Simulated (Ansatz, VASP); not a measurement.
**Cross-check of SiC (Moissanite 3C) between VASP and Ansatz**

Wanted: the spread between two codes on one cell, functional and k mesh.

Program: Ansatz 0.2.0. Level of theory: plane waves, with VASP 6.6.1 beside it; relaxation of cell and atoms at LDA and relaxation of cell and atoms at PBE. Results are calculated unless marked as measured.

## 1. The structure

The structure is cubic, space group F-43m (No. 216). The conventional cell has a = 4.358 Å, b = 4.358 Å, c = 4.358 Å, α = 90.00°, β = 90.00°, γ = 90.00°. Nearest to Si lie 4 C at 1.89 Å. Nearest to C lie 4 Si at 1.89 Å. Farther neighbours are not listed.

Structure file:

```
Si C
1.0
     0.00000    2.17900    2.17900
     2.17900    0.00000    2.17900
     2.17900    2.17900    0.00000
Si C
1 1
Direct
  0.00000 0.00000 0.00000
  0.25000 0.25000 0.25000
```

## 2. VASP: relaxation of cell and atoms, LDA

The relaxed volume is the usual yardstick between codes: its relative difference is about their pressure difference at one cell divided by the bulk modulus.

Lines of VASP's logs that name or quote its potential files are left out, and so is its time.

INCAR

```
SYSTEM = SiC
PREC = Accurate
ENCUT = 560
EDIFF = 1E-06
NELM = 100
ISMEAR = -1
SIGMA = 0.05
LREAL = .FALSE.
ALGO = Normal
GGA = CA
NBANDS = 10
LORBIT = 11
LWAVE = .FALSE.
LCHARG = .FALSE.
KPAR = 2
IBRION = 2
NSW = 60
ISIF = 3
EDIFFG = -0.01
```

POSCAR

```
SiC
1.0
    0.0000000000      2.1790000000      2.1790000000
    2.1790000000      0.0000000000      2.1790000000
    2.1790000000      2.1790000000      0.0000000000
Si C
1 1
Direct
    0.0000000000      0.0000000000      0.0000000000
    0.2500000000      0.2500000000      0.2500000000
```

KPOINTS

```
Automatic mesh
0
Gamma
10 10 10
0 0 0
```

The projector-augmented-wave data sets are Si and C (PBE family, release 64).

Command:

```bash
$ mpirun -np 2 vasp_std
```

Numbers of over 12 decimals in the logs are rounded to 6 here.

Log:

```text
[banner, memory and clock lines left out]
running    2 mpi-ranks, on    1 nodes
 distrk:  each k-point on    1 cores,    2 groups
 distr:  one band on    1 cores,    1 groups

 POSCAR found type information on POSCAR SiC
 POSCAR found :  2 types and       2 ions
|                                                                             |
|               ----> ADVICE to this user running VASP <----                  |
|                                                                             |
|     You enforced a specific xc type in the INCAR file but a different       |
|     [... a line on the potential file left out ...]
|     I HOPE YOU KNOW WHAT YOU ARE DOING!                                     |
|                                                                             |

 LDA part: xc-table for (Slater(with rela. corr.)+CA(PZ))
 , standard interpolation
 POSCAR, INCAR and KPOINTS ok, starting setup
 FFT: planning ... GRIDC
 FFT: planning ... GRID_SOFT
 FFT: planning ... GRID
 WAVECAR not read
 entering main loop
       N       E                     dE             d eps       ncg     rms          rms(c)
DAV:   1     0.231906870923E+01    0.23191E+01   -0.40743E+03   972   0.708E+02
DAV:   2    -0.178164361037E+02   -0.20136E+02   -0.18699E+02  1260   0.114E+02
DAV:   3    -0.185057670869E+02   -0.68933E+00   -0.68780E+00  1110   0.180E+01
DAV:   4    -0.185084405768E+02   -0.26735E-02   -0.26731E-02  1088   0.143E+00
DAV:   5    -0.185084533905E+02   -0.12814E-04   -0.12814E-04  1094   0.924E-02    0.823E+00
DAV:   6    -0.166735578980E+02    0.18349E+01   -0.70512E+00   980   0.127E+01    0.335E+00
DAV:   7    -0.166052581824E+02    0.68300E-01   -0.33759E-01  1092   0.365E+00    0.160E+00
DAV:   8    -0.165855116740E+02    0.19747E-01   -0.27961E-02  1002   0.106E+00    0.140E-01
DAV:   9    -0.165852743139E+02    0.23736E-03   -0.15812E-03  1134   0.233E-01    0.828E-02
DAV:  10    -0.165852847026E+02   -0.10389E-04   -0.11457E-04  1018   0.667E-02    0.246E-02
DAV:  11    -0.165852846991E+02    0.35112E-08   -0.46388E-06  1072   0.132E-02
   1 F= -.16585285E+02 E0= -.16585285E+02  d E =-.165853E+02
 curvature:   0.00 expect dE= 0.000E+00 dE for cont linesearch  0.000E+00
 trial: gam= 0.00000 g(F)=  0.448E-48 g(S)=  0.945E-02 ort = 0.000E+00 (trialstep = 0.100E+01)
 search vector abs. value=  0.945E-02
 bond charge predicted
       N       E                     dE             d eps       ncg     rms          rms(c)
DAV:   1    -0.165893314157E+02   -0.40467E-02   -0.18491E-01   942   0.311E+00    0.459E-01
DAV:   2    -0.165857969650E+02    0.35345E-02   -0.84569E-03   960   0.523E-01    0.224E-01
DAV:   3    -0.165850388771E+02    0.75809E-03   -0.11743E-03  1014   0.209E-01    0.615E-02
DAV:   4    -0.165849129478E+02    0.12593E-03   -0.18646E-04   990   0.673E-02    0.223E-02
DAV:   5    -0.165849103237E+02    0.26241E-05   -0.52639E-06  1038   0.153E-02    0.153E-02
DAV:   6    -0.165849100746E+02    0.24907E-06   -0.29782E-07   484   0.438E-03
   2 F= -.16584910E+02 E0= -.16584910E+02  d E =0.374625E-03
 trial-energy change:    0.000375  1 .order    0.000481   -0.009452    0.010413
 step:   0.4838(harm=  0.4758)  dis= 0.00000  next Energy=   -16.587583 (dE=-0.230E-02)
 bond charge predicted
       N       E                     dE             d eps       ncg     rms          rms(c)
DAV:   1    -0.165887734740E+02   -0.38632E-02   -0.48671E-02   940   0.158E+00    0.237E-01
DAV:   2    -0.165878354403E+02    0.93803E-03   -0.22743E-03   960   0.270E-01    0.116E-01
DAV:   3    -0.165876340052E+02    0.20144E-03   -0.30457E-04  1016   0.107E-01    0.329E-02
DAV:   4    -0.165875990159E+02    0.34989E-04   -0.50640E-05   996   0.349E-02    0.110E-02
DAV:   5    -0.165875982269E+02    0.78905E-06   -0.13152E-06   608   0.785E-03
   3 F= -.16587598E+02 E0= -.16587598E+02  d E =-.231353E-02
 curvature:  -0.24 expect dE=-0.897E-08 dE for cont linesearch -0.897E-08
 trial: gam=-0.00199 g(F)=  0.138E-46 g(S)=  0.377E-07 ort = 0.189E-04 (trialstep = 0.897E+00)
 search vector abs. value=  0.100E-09
 reached required accuracy - stopping structural energy minimisation
```

From OUTCAR (step 2):

```text
ion  position               nearest neighbor table
   1  0.000  0.000  0.000-   2 1.89   2 1.89   2 1.89   2 1.89
   2  0.250  0.250  0.250-   1 1.89   1 1.89   1 1.89   1 1.89

  LATTYP: Found a face centered cubic cell.
 ALAT       =     4.3580000000

 Subroutine GETGRP returns: Found 24 space group operations
 (whereof 24 operations were pure point group operations)

The static configuration has the point symmetry T_d .

 Found     47 irreducible k-points:

   k-points           NKPTS =     47   k-points in BZ     NKDIM =     47   number of bands    NBANDS=     10

   dimension x,y,z NGX =    24 NGY =   24 NGZ =   24
   dimension x,y,z NGXF=    48 NGYF=   48 NGZF=   48

   ENCUT  =  560.0 eV  41.16 Ry    6.42 a.u.   5.95  5.95  5.95*2*pi/ulx,y,z

   NELECT =       8.0000    total number of electrons

 k-points in reciprocal lattice and weights: Automatic mesh
   0.00000000  0.00000000  0.00000000       0.001
   0.10000000  0.00000000  0.00000000       0.008
   0.20000000  0.00000000  0.00000000       0.008
   0.30000000  0.00000000  0.00000000       0.008
   0.40000000  0.00000000  0.00000000       0.008
   0.50000000  0.00000000  0.00000000       0.004
   0.10000000  0.10000000  0.00000000       0.006
   0.20000000  0.10000000  0.00000000       0.024
   0.30000000  0.10000000  0.00000000       0.024
[...]
-0.30000000  0.40000000  0.20000000       0.024
  -0.30000000  0.50000000  0.20000000       0.012

 average (electrostatic) potential at core
       1 -79.7613       2 -44.6262

 E-fermi :   8.7248

 k-point     1 :       0.0000    0.0000    0.0000
  band No.  band energies     occupation
      1      -7.3805      2.00000
      2       8.0583      2.00000
      3       8.0583      2.00000
      4       8.0583      2.00000
      5      14.4903      0.00000
      6      15.3352      0.00000
      7      15.3352      0.00000
      8      15.3352      0.00000
      9      22.6920      0.00000
    ...

 k-point     2 :       0.1000    0.0000    0.0000
  band No.  band energies     occupation
      1      -7.1824      2.00000
      2       7.0546      2.00000
      3       7.9220      2.00000
      4       7.9220      2.00000
      5      14.6762      0.00000
      6      15.5810      0.00000
      7      15.5810      0.00000
      8      15.6608      0.00000
      9      21.6925      0.00000
    ...

 k-point     3 :       0.2000    0.0000    0.0000
  band No.  band energies     occupation
      1      -6.5961      2.00000
      2       4.9267      2.00000
      3       7.6099      2.00000
      4       7.6099      2.00000
      5      14.3309      0.00000
      6      15.9433      0.00000
      7      15.9433      0.00000
      8      16.8730      0.00000
      9      21.0037      0.00000
    ...

  Total       -0.0007220     -0.0007220     -0.0007220     -0.0000000      0.0000000      0.0000000
  in kB       -0.0566214     -0.0566214     -0.0566214     -0.0000000      0.0000000      0.0000000
  external PRESSURE =      -0.0566214 kB  Pullay stress =       0.0000000 kB

  energy-cutoff  :      560.00
  volume of cell :       20.43
      direct lattice vectors                 reciprocal lattice vectors
    -0.000000000  2.169809606  2.169809606    -0.230434965  0.230434965  0.230434965
     2.169809606 -0.000000000  2.169809606     0.230434965 -0.230434965  0.230434965
     2.169809606  2.169809606  0.000000000     0.230434965  0.230434965 -0.230434965

 POSITION                                       TOTAL-FORCE (eV/Angst)
 -----------------------------------------------------------------------------------
     -0.00000      0.00000      0.00000        -0.000000     -0.000000     -0.000000
      1.08490      1.08490      1.08490         0.000000      0.000000      0.000000
 -----------------------------------------------------------------------------------
    total drift:                                0.000000      0.000000      0.000000

  FREE ENERGIE OF THE ION-ELECTRON SYSTEM (eV)
  ---------------------------------------------------
  free  energy   TOTEN  =       -16.5875982269 eV

  energy  without entropy=      -16.5875981965  energy(sigma->0) =      -16.58759821

 reached required accuracy - stopping structural energy minimisation

 total charge
# of ion       s       p       d       tot
------------------------------------------
    1        0.708   0.984   0.000   1.692
    2        0.822   1.721   0.000   2.543
--------------------------------------------------
tot          1.530   2.705   0.000   4.235

[... 3 further parts left out ...]
```

CONTCAR:

```
SiC
   1.00000000000000
    -0.0000000000000000    2.1698096056549447    2.1698096056549447
     2.1698096056549447   -0.0000000000000000    2.1698096056549447
     2.1698096056549447    2.1698096056549447    0.0000000000000000
  Si              C
     1     1
Direct
     0.0000000000000000    0.0000000000000000    0.0000000000000000
     0.2500000000000000    0.2500000000000000    0.2500000000000000
```

## 3. Ansatz: relaxation of cell and atoms, LDA

Ansatz runs on its default PAW (the set named soft_2) files.

The same cell, functional (in two slightly different forms), mesh and smearing now go to Ansatz, which takes its cutoff from its data sets.

input.yaml

```yaml
crystal:
  lattice:
    - [0.0, 2.179, 2.179]
    - [2.179, 0.0, 2.179]
    - [2.179, 2.179, 0.0]
  atoms:
    - { symbol: Si, position: [0.0, 0.0, 0.0] }
    - { symbol: C, position: [0.25, 0.25, 0.25] }
hamiltonian:
  xc: lda
  pseudopotentials: { kind: paw }
kpoints:
  mp_grid: { grid: [10, 10, 10] }
scf:
  occupations: { method: fermi_dirac, width: 0.05 }
relax:
  f_tol: 0.01
  max_steps: 60
  cell: { stress_tol: 0.05 }
output:
  forces: true
  stress: true
  write_density: true
  write_potential: true
  elf: true
  volumetric_format: npy
```

Command:

```bash
$ ansatz run input.yaml --threads 4 --pin off --max-ram 9216MiB --backend cpu --events-out ev --progress --plain --runs-dir out
```

Log:

```text
Engine: ansatz 0.2.0, x86_64-unknown-linux-gnu
Pseudopotentials: kind: paw
Pseudopotential: Si, paw, valence charge 4, recommended cutoff 420 eV (normal), Si.paw.azcp
Pseudopotential: C, paw, valence charge 4, recommended cutoff 420 eV (normal), C.paw.azcp
Functional definition: SPW92
  exchange = slater_x
  correlation = pw_c
Crystal: 2 atoms, lattice volume = 20.692 Å³
Basis set: ecut = 420 eV, 411 PW (Γ)
Bands: 8, of which v1, the nominal top of the filled ones, is band 4 counted from 1 (3 counted from 0)
Symmetry: 24 space group operations
Space group: F-43m (ITA 216), of the structure as read, at distance tolerance 2.7e-5 Å
k-points: 47 of 1000 (time reversal used)
Non-local potential: Si, projectors of the file, l = 0: 2, l = 1: 2, l = 2: 2
Non-local potential: C, projectors of the file, l = 0: 2, l = 1: 2, l = 2: 1
PAW form: soft (Blöchl's): semilocal exchange-correlation on the pseudo side does not see the compensation charge
PAW frozen core: Si, regenerated for the run's functional, and the local potential with it (the file was generated under x = pbe(κ = 0.804, μ = 0.219515), c = pbe(β = 0.066725))
PAW frozen core: C, regenerated for the run's functional, and the local potential with it (the file was generated under x = pbe(κ = 0.804, μ = 0.219515), c = pbe(β = 0.066725))
PAW one-centre angular grid: Si, 110 points (default); XC on 64 Gauss nodes
PAW one-centre angular grid: C, 110 points (default); XC on 64 Gauss nodes
Initial density: superposition of atomic densities (neutral atoms: chi_scale 0, normalization atom), corrected by the library's trained network
Initial wavefunctions: pseudopotential atomic-orbital guess
Functional: x = slater, c = lda
SCF iter   1: F=—  HF=-852.198664 eV  |F-HF|=—  |Δ(HF+E_count)|=         —  Δρ=7.66e-3  dr2=1.27e-2  ethr=1.77e-3  ⟨swp⟩=5.6  Hψ=3098  notcnv=0
preconditioner: auto → none  [insulator: Δε(μ)=1.242 eV  Ē_g=13.884 eV  σ=0.050 eV  W_gap=1.00  n_scr=0 (ndim 8)  ℏωp=23.1 eV  f_vac=0.000  D(μ)=0.00/eV (n_scr^D=0)  ε∞_Penn≈3.8]
SCF iter   2: F=—  HF=-852.195226 eV  |F-HF|=—  |Δ(HF+E_count)|=   3.44e-3  Δρ=3.56e-3  dr2=1.31e-3  ethr=1.58e-4  ⟨swp⟩=2.3  Hψ=970  notcnv=0
SCF iter   3: F=—  HF=-852.194872 eV  |F-HF|=—  |Δ(HF+E_count)|=   3.53e-4  Δρ=1.48e-3  dr2=1.79e-4  ethr=1.63e-5  ⟨swp⟩=2.5  Hψ=540  notcnv=0
SCF iter   4: F=—  HF=-852.194829 eV  |F-HF|=—  |Δ(HF+E_count)|=   4.30e-5  Δρ=2.42e-4  dr2=5.27e-6  ethr=2.24e-6  ⟨swp⟩=1.0  Hψ=376  notcnv=0
SCF iter   5: F=—  HF=-852.194827 eV  |F-HF|=—  |Δ(HF+E_count)|=   1.81e-6  Δρ=1.16e-5  dr2=1.16e-8  ethr=6.58e-8  ⟨swp⟩=1.8  Hψ=489  notcnv=0
SCF iter   6: F=-852.194827 eV  HF=-852.194827 eV  |F-HF|=6.01e-11  |Δ(HF+E_count)|=   5.48e-9  Δρ=1.61e-6  dr2=1.99e-10  ethr=1.44e-10  ⟨swp⟩=4.9  Hψ=1773  notcnv=0
SCF 1 converged in 6 iterations: F = -852.194827 eV  dr2 = 1.99e-10
  greatest PAW one-centre occupation: 0.637 electrons in one spin orbital (limit 2), on the C atom at site 1 (counted from 0), in its partial waves of l = 0
relax step   1: F+E_penalty+E_count = -852.19482739 eV  Δ(F+E_penalty+E_count) = +0.000e0 eV  max|allowed force component| = 3.886e-16 eV/Å  Δτ_max = 0.0000 Å  P = -4.424 GPa  Ω = 20.692 Å³  (6 SCF iters, dr2 threshold 1.00e-7 eV, accepted)
[...]
relax step   2: F+E_penalty+E_count = -852.19980703 eV  Δ(F+E_penalty+E_count) = -4.980e-3 eV  max|allowed force component| = 7.401e-17 eV/Å  Δτ_max = 0.0000 Å  P = -2.093 GPa  Ω = 20.474 Å³  energy of the carried Pulay correction = +5.403e-4 eV  (4 SCF iters, dr2 threshold 2.00e-7 eV, accepted)
[...]
relax step   3: F+E_penalty+E_count = -852.20151203 eV  Δ(F+E_penalty+E_count) = -1.705e-3 eV  max|allowed force component| = 7.864e-17 eV/Å  Δτ_max = 0.0000 Å  P = +0.060 GPa  Ω = 20.283 Å³  energy of the carried Pulay correction = +1.021e-3 eV  (4 SCF iters, dr2 threshold 2.00e-7 eV, accepted)
[...]
relax step   4: F+E_penalty+E_count = -852.20149978 eV  Δ(F+E_penalty+E_count) = +1.225e-5 eV  max|allowed force component| = 1.203e-16 eV/Å  Δτ_max = 0.0000 Å  P = +0.000 GPa  Ω = 20.288 Å³  energy of the carried Pulay correction = +1.007e-3 eV  (3 SCF iters, dr2 threshold 8.87e-9 eV, accepted)
[...]
relax step   5: F+E_penalty+E_count = -852.20053160 eV  Δ(F+E_penalty+E_count) = +9.682e-4 eV  max|allowed force component| = 1.295e-16 eV/Å  Δτ_max = 0.0000 Å  P = -0.077 GPa  Ω = 20.288 Å³  stress off target by 7.74e-2 GPa  SCF on the basis re-selected at this cell (its energy is not comparable with the rows above)  (5 SCF iters)
[...]
relax step   6: F+E_penalty+E_count = -852.20055029 eV  Δ(F+E_penalty+E_count) = -1.869e-5 eV  max|allowed force component| = 1.156e-16 eV/Å  Δτ_max = 0.0000 Å  P = +0.000 GPa  Ω = 20.281 Å³  energy of the carried Pulay correction = +1.705e-5 eV  (3 SCF iters, dr2 threshold 1.50e-8 eV, accepted)
[...]
relax step   7: F+E_penalty+E_count = -852.20055030 eV  Δ(F+E_penalty+E_count) = -7.183e-10 eV  max|allowed force component| = 1.527e-16 eV/Å  Δτ_max = 0.0000 Å  P = +0.000 GPa  Ω = 20.281 Å³  stress off target by 2.24e-4 GPa  SCF on the basis re-selected at this cell (its energy is not comparable with the rows above)  (3 SCF iters)
basis re-selected at this cell: Δ(F+E_penalty+E_count) = -7.183e-10 eV, ΔP = +0.000 GPa vs the last step (what re-selecting the basis moved, of the pressure what is left beyond the Pulay correction that the steps carried, after the strain that the cell walked since its last selection, with what the two solves' SCF thresholds leave and, on support functions, any second-order correction that the steps lacked; it is no  [...]
SCF converged after 3 iterations
Free energy (F): -852.200550 eV
Harris-Foulkes:  -852.200550 eV  (|F-HF|=1.14e-13)
Internal energy: -852.200550 eV  (E = F + TS)
E sigma→0 (E₀):  -852.200550 eV
Entropy (-TS):   -0.000000 eV (-0.000 meV/atom)
Fermi energy:    10.167244 eV
--- Per-component energies (eV) ---
  E_band       = 28.654453
  E_kinetic    = 136.797728
  E_local      = -105.056440  (includes V_loc(G=0)·N_el)
  E_nonlocal   = 54.184326
  E_hartree    = 31.579016
  E_xc         = -105.073647
  E_vxc        = -109.834793  (∫ρ·V_xc dr)
  E_paw        = -578.085057  (= ΣΔE_a)
  E_vpaw       = -10.594401  (= ΣTr[D̂ρ^β])
  E_aug_tail   = 0.000016  (compensation charges beyond the density's cutoff)
  E_ewald      = -286.693656
  E_core_change = 0.147163  (= ΣΔE_core)
  E_smearing   = -0.000000  (= −TS)
  E_closure    = 0.000000  (closes the sum)
  Σ components = -852.200550   (vs F -852.200550, Δ=0.00e0)
--- Forces (eV/Å), atoms counted from 1 ---
  atom   1  Si     0.00000000    -0.00000000    -0.00000000
  atom   2  C     -0.00000000     0.00000000     0.00000000
  max |Σ_I F_I| component: 1.11e-16 eV/Å
--- Stress (GPa, compression-positive) ---
        0.000224       0.000000       0.000000
        0.000000       0.000224       0.000000
        0.000000       0.000000       0.000224
  P = ⅓ Tr σ = 0.0002 GPa (0.002 kbar)
--- Band table (eV; the first three rows and the last of 47) ---
  k-point 0: bands = ["-5.9791", "9.4972", "9.4972", "9.4972", "16.0003", "16.8350", "16.8350", "16.8350"]
  k-point 1: bands = ["-5.7800", "8.4967", "9.3627", "9.3627", "16.1820", "17.0800", "17.0800", "17.1614"]
  k-point 2: bands = ["-5.1906", "6.3676", "9.0532", "9.0532", "15.8286", "17.4354", "17.4354", "18.3757"]
  k-point 46: bands = ["-0.5546", "2.3117", "4.5932", "4.8298", "14.1470", "17.5580", "19.6034", "20.7246"]
--- Relaxed structure (5 steps of the walk, 5 accepted, 2 SCFs on fresh bases) ---
  F+E_penalty+E_count = -852.20055030 eV   max|allowed force component| = 1.527e-16 eV/Å   (the final SCF, on the basis selected at the relaxed cell)
  cell:  # Å, volume = 20.2812 Å³
    - [0, 2.164484, 2.164484]
    - [2.164484, 0, 2.164484]
    - [2.164484, 2.164484, 0]
  atoms:
    - { symbol: Si, position: [0, 0, 0] }
    - { symbol: C, position: [0.25, 0.25, 0.25] }
```

Run time: 1.3 s. Hardware: 4 threads of AMD EPYC 9R14 (Zen 4), shared host; peak memory 0.39 GiB.

## 4. Side by side

Known differences besides the potentials themselves: the two LDA forms differ slightly; both relaxations stop at a tolerance, which leaves soft axes loose, and VASP keeps its plane-wave basis; the cutoff is 420 eV in Ansatz and 560 eV in VASP; Ansatz makes its cores anew for this functional, VASP keeps those of its PBE data sets; VASP's log shows a relativistic correction to its local exchange, Ansatz's none; Ansatz adds a Pulay correction to the stress that steers its cell, VASP none. Total energies have different zeros and are not compared.

Compared:

| quantity | Ansatz | VASP | difference |
| --- | --- | --- | --- |
| volume (Å³) | 20.28 | 20.43 | -0.73 % |
| edge a after relaxation, in the typed setting (Å) | 3.061 | 3.069 | -0.25 % |

The walks stopped with 0.00 GPa left in Ansatz and -0.01 GPa in VASP; each walk ends within a tolerance, so the volume difference is uncertain by about these residues over the bulk modulus, most in soft cells.

(Continued in part 2 of 2.)

[Lines on the potential files, build, host, timing and source positions are cut from VASP's logs without a mark.]

[Logs are printed without paths, hosts, clocks, repeated set-up lines and the standing remarks that a program may print on its own settings, such as how far it seeks lower states.]

[Hosts, paths, dates, database ids (printed as entryN), source tags and the programs' standing remarks are cut or masked in the printed files.]
